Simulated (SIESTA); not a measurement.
Runs of SIESTA 5.4.2 on AlN. Symmetry: P6_3mc, No. 186, hexagonal system. Conventional cell: a = 3.113 Å, b = 3.113 Å, c = 4.981 Å, α = 90.00°, β = 90.00°, γ = 120.00°. Al (site symmetry 3m) is surrounded by 4 N at 1.89 Å. Around N (site symmetry 3m) lie 4 Al at 1.89 Å. 

```csv
task,level,potentials or basis,cell,k mesh,force tolerance,optimiser,stress tolerance (GPa),grid cutoff,energy shift,gap on the mesh (eV),pressure (GPa),V0 of scaled cells (Å³/atom),relaxed volume (Å³/atom),B0 (GPa),largest force (eV/Å)
band structure,LDA,"PseudoDojo 0.4 standard (LDA files), DZP (energy shift 0.002 Ry; radii capped at 9.5 bohr)",as given,10 × 10 × 6,-,-,-,800 Ry,0.002 Ry,4.43,-3.6,-,-,-,0.12
relaxation of cell and atoms,PBE,"PseudoDojo 0.4 standard (PBE files), TZ (energy shift 0.01 Ry)",relaxed,10 × 10 × 6,0.04 eV/Å,-,-,800 Ry,0.01 Ry,3.58,-0.1,-,(a),-,0.02
equation of state,PBEsol,"PseudoDojo 0.4 standard (PBEsol files), DZP (energy shift 0.003 Ry)",as given,10 × 10 × 6,-,-,-,800 Ry,0.003 Ry,-,-,10.55,-,200,-
band structure,BLYP,"PseudoDojo 0.4 standard (PBE files), DZP (energy shift 0.002 Ry; radii capped at 9.5 bohr)",as given,10 × 10 × 6,-,-,-,800 Ry,0.002 Ry,4.68,10.1,-,-,-,(c)
relaxation of cell and atoms,PBE,"PseudoDojo 0.4 standard (PBE files), DZP (energy shift 0.01 Ry)",relaxed,10 × 10 × 6,0.04 eV/Å,Broyden,-,800 Ry,0.01 Ry,4.08,0.0,-,(b),-,-
equation of state,PBE,"PseudoDojo 0.4 standard (PBE files), TZDP (energy shift 0.01 Ry)",as given,10 × 10 × 6,-,-,-,800 Ry,0.01 Ry,-,-,10.72,-,190,-
relaxation of cell and atoms,PBE,"PseudoDojo 0.4 standard (PBE files), DZP (energy shift 0.002 Ry; radii capped at 9.5 bohr)",relaxed,8 × 8 × 4,0.01 eV/Å,Broyden,0.05,1200 Ry,0.002 Ry,4.11,0.0,-,10.73,-,-
equation of state,PBE,"PseudoDojo 0.4 standard (PBE files), TZP (energy shift 0.01 Ry)",as given,10 × 10 × 6,-,-,-,800 Ry,0.01 Ry,-,-,10.72,-,186,-
```

Alike in all rows: no spin polarisation; smearing fermi-dirac 0.05 eV.

Question: Estimate the missing entries.

Answer: (a) 11.05; (b) 10.74; (c) 0.13.

Caveats: the basis of atomic orbitals isn't converged, which shifts pressures, moduli and gaps; the cell was scaled at fixed shape and fractional positions, which overstates the stiffness of a crystal with free parameters, most of all of layers and chains (some runs); the basis has no polarisation orbitals (some runs); the potentials were made for another functional, which shifts forces and pressure (some runs).

A k mesh can miss the band edges.

Not every run made on this cell is shown here.
